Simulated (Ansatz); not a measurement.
# NaF: the cost of one run

Method: reference: DFT, PBE, plane waves, PAW, in Ansatz 0.2.0.

4 further runs of the same task are left out: 4 that didn't finish.

### 1 The starting structure

It takes space group F-43m (No. 216, cubic). The conventional cell has a = 5.063 Å, b = 5.063 Å, c = 5.063 Å, α = 90.00°, β = 90.00°, γ = 90.00°. Na (site symmetry -43m) is surrounded by 4 F at 2.19 Å. Around F (site symmetry -43m) lie 4 Na at 2.19 Å.

Coordinates:

```xyz
2
Lattice="0.0000 2.5313 2.5313 2.5313 0.0000 2.5313 2.5313 2.5313 0.0000" Properties=species:S:1:pos:R:3 pbc="T T T"
Na    0.0000    0.0000    0.0000
F     1.2656    1.2656    1.2656
```

### 2 Reference

Input file input.yaml:

```yaml
crystal:
  lattice:
    - [0.0, 2.5312613597, 2.5312613597]
    - [2.5312613597, 0.0, 2.5312613597]
    - [2.5312613597, 2.5312613597, 0.0]
  atoms:
    - { symbol: Na, position: [0.0, 0.0, 0.0] }
    - { symbol: F, position: [0.25, 0.25, 0.25] }
kpoints:
  mp_grid: { grid: [6, 6, 6] }
hamiltonian:
  xc: pbe
scf:
  occupations: { method: fixed }
  n_extra_bands: 4
output:
  forces: true
  stress: true
  eigenvalues: true
  write_density: true
  write_potential: true
  elf: true
  volumetric_format: npy
```

On the command line:

```sh
$ ansatz run input.yaml --threads 4 --pin off --max-ram 3686MiB --backend cpu --events-out ev --progress --plain --runs-dir out
```

**Question.** How long does this run take on 4 threads of an x86-64 CPU, shared host, and how much memory does it need?

About 3.5 s, with a peak of 0.3 GiB.
